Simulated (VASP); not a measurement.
## BaS: relaxation of cell and atoms with BLYP+D3

Crystal: BaS.

```
Ba S
1.0
     0.00000    3.19375    3.19375
     3.19375    0.00000    3.19375
     3.19375    3.19375    0.00000
Ba S
1 1
Cartesian
  0.0000 0.0000 0.0000
  3.1938 3.1938 3.1938
```

- Program: VASP 6.6.1
- Task: relaxation of cell and atoms
- Functional: BLYP
- Dispersion: D3
- Potentials or basis: VASP PAW PBE potentials, release 64 (Ba_sv, S)
- Cutoff: 600 eV
- k mesh: 7 × 7 × 7
- Occupations: fermi-dirac, width 0.05 eV
- Spin: no spin polarisation
- Further INCAR settings: ALGO = Fast; EDIFF = 1e-06; IBRION = 2; EDIFFG = -0.005; NSW = 60; ISIF = 3

```
Relaxed volume                         : 33.74 Å³/atom
Relaxed cell                           : a = 4.570 Å, b = 4.570 Å, c = 4.570 Å, α = 60.00°, β = 60.00°, γ = 60.00°
Space group after relaxing (to 0.05 Å) : Fm-3m (No. 225)
Energy gained by relaxing              : 5.3 meV/atom
Ionic steps                            : 3
Pressure after relaxing                : 0.0 GPa
Band gap on the k mesh                 : 2.30 eV, indirect (least direct gap 2.45 eV)
Dispersion energy per atom             : -0.275 eV
```

Step by step:
```
step  energy change (eV)  largest force (eV/Å)  pressure (GPa)  volume (Å³)
   1              0.0000                0.0000            1.50        65.15
   2             -0.0099                0.0000           -0.32        68.07
   3             -0.0106                0.0000           -0.01        67.49
```

Final structure:
```
CELL_PARAMETERS angstrom
0.00000 3.23144 3.23144
3.23144 0.00000 3.23144
3.23144 3.23144 0.00000
ATOMIC_POSITIONS crystal
Ba 0.00000 0.00000 0.00000
S 0.50000 0.50000 0.50000
```

Levels at points of the mesh, in eV from the valence-band top:
```
           k point  band 4  band 5  band 6  band 7  band 8  band 9  band 10  band 11  band 12
(0.00, 0.00, 0.00)  -11.33  -10.30    0.00    0.00    0.00    3.59     3.86     3.86     3.86
```

Run time: 68 s on 1 thread of Intel(R) Xeon(R) Platinum 8488C (Sapphire Rapids), on a shared host, peak memory 0.22 GiB.

Caveat: the PAW data sets were made with another functional, which shifts forces and pressure a little; spin-orbit coupling is left out, which moves the levels of the heavy elements; an odd mesh through Γ misses points on the zone boundary, where band edges often lie. Zero-point motion and thermal expansion aren't in these numbers.
